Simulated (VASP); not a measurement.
How well do functionals in VASP give the band gap of CsCl (CsCl type)? (Scalar-relativistic values.) The mesh is coarse and the basis finite, so the quasiparticle values are not converged.

The measured value is 8.35 eV at 80 K (as given by Wikipedia, Caesium chloride).

Problem. Order B3LYP (PBE cell), PBE0 (PBE cell), PBEsol (own cell), r2SCAN+rVV10 (own cell), G0W0@PBE (starting cell) by the size of their error, smallest first.

Solution. G0W0@PBE (starting cell) (7.64, -0.71), PBE0 (PBE cell) (7.01, -1.34), B3LYP (PBE cell) (6.65, -1.70), r2SCAN+rVV10 (own cell) (5.81, -2.54), PBEsol (own cell) (5.21, -3.14)

Only levels that ran to the end are used. Left out are those held back, those with too coarse a band path, GW runs whose mesh misses a band edge, hybrids' fits of cells that aren't cubic and levels without matching references; a question may draw on a part of the rest.

The compound is CsCl in the CsCl type structure. Unless said otherwise, spin-orbit coupling is left out, though it shifts the bands of the heavy elements here.
